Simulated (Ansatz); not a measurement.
The system is MgO.

```
CELL_PARAMETERS angstrom
0.00000 2.09700 2.09700
2.09700 0.00000 2.09700
2.09700 2.09700 0.00000
ATOMIC_POSITIONS crystal
Mg 0.00000 0.00000 0.00000
O 0.50000 0.50000 0.50000
```

The cell is a database's computed one.

Program: Ansatz 0.2.0. Alike in all runs: cell as given.

Q: Order these runs on this cell by their band gap on the k mesh, lowest first.
A. level PBEsol; potentials or basis PseudoDojo stringent (PBEsol files); spin non-collinear, ferromagnetic start; k mesh 11 × 11 × 11; cutoff (eV) 1252; smearing cold 0.01 eV; mesh quality not flagged
B. level PBE0; potentials or basis Ansatz PAW; spin off; k mesh 6 × 6 × 6; cutoff (eV) 420; smearing fermi-dirac 0.05 eV; points for each segment of the path 4; mesh quality coarse
C. level r2SCAN0+D4; potentials or basis Ansatz PAW; spin off; k mesh 6 × 6 × 6; cutoff (eV) 500; smearing fixed; points for each segment of the path 4; mesh quality coarse
D. level r2SCAN; potentials or basis Ansatz PAW; spin off; k mesh 6 × 6 × 6; cutoff (eV) 500; smearing fermi-dirac 0.05 eV; points for each segment of the path 14; mesh quality coarse
E. level BLYP; potentials or basis Ansatz PAW; spin off; k mesh 6 × 6 × 6; cutoff (eV) 420; smearing fermi-dirac 0.05 eV; points for each segment of the path 14; mesh quality coarse

A: A (4.78 eV), E (5.15 eV), D (5.76 eV), B (7.36 eV), C (7.96 eV).

Caveats: some runs use coarse meshes; odd divisions of the mesh miss points on the zone boundary, where band edges often lie, so the gap on the mesh can be too wide (some runs).

A k mesh can miss the band edges.

Not every run made on this cell is shown here.
